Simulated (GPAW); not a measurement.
Crystal: SiC (Moissanite).

```
CELL_PARAMETERS angstrom
3.07600 0.00000 0.00000
-1.53800 2.66389 0.00000
0.00000 0.00000 5.04800
ATOMIC_POSITIONS crystal
Si 0.66667 0.33333 0.50000
Si 0.33333 0.66667 0.00000
C 0.66667 0.33333 0.88500
C 0.33333 0.66667 0.38500
```

* Program: GPAW 26.7.0
* Task: relaxation of cell and atoms
* Functional: OLYP
* Potentials or basis: PAW data sets generated in the run's folder for this functional
* Cutoff: 800 eV
* Basis: pw
* k mesh: 7 × 7 × 4
* Occupations: fermi-dirac, width 0.05 eV
* Spin: no spin polarisation

At the start: pressure 3.6 GPa; volume 10.34 Å³/atom.

**Question.** How do energy, volume and symmetry change on relaxing?

**Answer.** Over 25 steps the energy falls by 10.9 meV/atom and the volume is 10.50 Å³/atom (+1.6 %); space group P6_3mc (No. 186, to 0.05 Å).

The path:
| step | energy change (eV) | largest force (eV/Å) | pressure (GPa) | volume (Å³) |
| --- | --- | --- | --- | --- |
| 1 | 0.0000 | 0.7609 | 3.60 | 41.36 |
| 2 | -0.0218 | 0.5166 | 3.05 | 41.44 |
| 3 | -0.0398 | 0.0678 | 2.19 | 41.57 |
| 4 | -0.0327 | 0.4299 | 1.12 | 41.78 |
| 5 | -0.0346 | 0.3853 | 1.07 | 41.79 |
| 6 | -0.0377 | 0.3019 | 1.00 | 41.80 |
| 7 | -0.0407 | 0.1902 | 0.90 | 41.81 |
| 8 | -0.0426 | 0.0634 | 0.78 | 41.84 |
| 9 | -0.0429 | 0.0633 | 0.62 | 41.87 |
| 10 | -0.0429 | 0.0619 | 0.62 | 41.87 |
| 11 | -0.0429 | 0.0591 | 0.61 | 41.87 |
| 12 | -0.0429 | 0.0549 | 0.60 | 41.87 |
| 13 | -0.0430 | 0.0496 | 0.58 | 41.88 |
| 14 | -0.0430 | 0.0431 | 0.56 | 41.88 |
| 15 | -0.0431 | 0.0357 | 0.54 | 41.88 |
| 16 | -0.0432 | 0.0276 | 0.51 | 41.89 |
| 17 | -0.0432 | 0.0181 | 0.47 | 41.90 |
| 18 | -0.0433 | 0.0074 | 0.42 | 41.91 |
| 19 | -0.0433 | 0.0039 | 0.36 | 41.92 |
| 20 | -0.0434 | 0.0145 | 0.29 | 41.93 |
| 21 | -0.0434 | 0.0228 | 0.21 | 41.95 |
| 22 | -0.0434 | 0.0276 | 0.12 | 41.96 |
| 23 | -0.0435 | 0.0281 | 0.03 | 41.98 |
| 24 | -0.0435 | 0.0234 | -0.07 | 42.00 |
| 25 | -0.0435 | 0.0137 | -0.16 | 42.02 |

Final structure:
```yaml
crystal:
  lattice:
    - [3.09326, 0.00000, 0.00000]
    - [-1.54663, 2.67884, 0.00000]
    - [0.00000, 0.00000, 5.07084]
  atoms:
    - { symbol: Si, position: [0.66667, 0.33333, 0.50455] }
    - { symbol: Si, position: [0.33333, 0.66667, 0.00455] }
    - { symbol: C, position: [0.66667, 0.33333, 0.88045] }
    - { symbol: C, position: [0.33333, 0.66667, 0.38045] }
```

Caveat: later steps reuse the first step's grids.
